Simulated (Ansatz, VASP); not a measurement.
## One calculation of Si2Mo, two programs

```
Si Mo
1.0
    -1.59834    1.59834    3.90463
     1.59834   -1.59834    3.90463
     1.59834    1.59834   -3.90463
Si Mo
2 1
Cartesian
  0.0000 0.0000 2.6184
  0.0000 0.0000 5.1909
  0.0000 0.0000 0.0000
```

Alike in both runs: functional r2SCAN; dispersion rVV10; k mesh 11 × 11 × 11; occupations fermi-dirac, width 0.05 eV; no spin polarisation.

Ansatz relaxed the structure, and its values are those at the end. VASP's run is a single point on that final structure, the one shown.

|  | VASP | Ansatz |
| --- | --- | --- |
| version | VASP 6.6.1 | Ansatz 0.2.0 |
| potentials or method | VASP PAW PBE potentials, release 64 (Si, Mo_sv) | plane waves, PAW |
| plane-wave cutoff (eV) | 520 | 500 |
| valence electrons in the cell | 22 | 22 |

```tsv
	VASP	Ansatz	Ansatz less VASP
pressure (GPa)	0.6	0.0	-0.58
rms of the force components (eV/Å)	0.005	0.000	-0.0044
```

Ansatz warned: «stress_scf_threshold_loose».

Caveats: the PAW data sets were made with another functional, which shifts forces and pressure a little (VASP).
